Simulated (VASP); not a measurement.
Crystal: HfH2.

```
CELL_PARAMETERS angstrom
-1.73900 1.73900 2.18050
1.73900 -1.73900 2.18050
1.73900 1.73900 -2.18050
ATOMIC_POSITIONS crystal
Hf 0.00000 0.00000 0.00000
H 0.75000 0.25000 0.50000
H 0.25000 0.75000 0.50000
```

* Program: VASP 6.6.1
* Task: relaxation of cell and atoms
* Functional: LDA
* Potentials or basis: VASP PAW LDA potentials, release 64 (Hf_pv, H)
* Cutoff: 600 eV
* k mesh: 16 × 16 × 16
* Occupations: methfessel-paxton, width 0.1 eV
* Spin: no spin polarisation

At the start: pressure -8.4 GPa; volume 8.79 Å³/atom.

Question: Where does the relaxation end?

Answer: Over 8 steps the energy falls by 14.2 meV/atom and the volume is 8.30 Å³/atom (-5.6 %); space group I4/mmm (No. 139, to 0.05 Å).

Step by step:
```
step  energy change (eV)  largest force (eV/Å)  pressure (GPa)  volume (Å³)
   1              0.0000                0.0000           -8.41        26.38
   2             -0.0391                0.0000            1.82        24.65
   3             -0.0405                0.0000            0.07        24.91
   4             -0.0405                0.0000           -0.11        24.94
   5             -0.0413                0.0000           -0.13        24.93
   6             -0.0425                0.0000           -0.16        24.90
   7             -0.0426                0.0000           -0.16        24.89
   8             -0.0426                0.0000           -0.15        24.89
```

Final structure:
```yaml
crystal:
  lattice:
    - [-1.72051, 1.72051, 2.10227]
    - [1.72051, -1.72051, 2.10227]
    - [1.72051, 1.72051, -2.10227]
  atoms:
    - { symbol: Hf, position: [0.00000, 0.00000, 0.00000] }
    - { symbol: H, position: [0.75000, 0.25000, 0.50000] }
    - { symbol: H, position: [0.25000, 0.75000, 0.50000] }
```
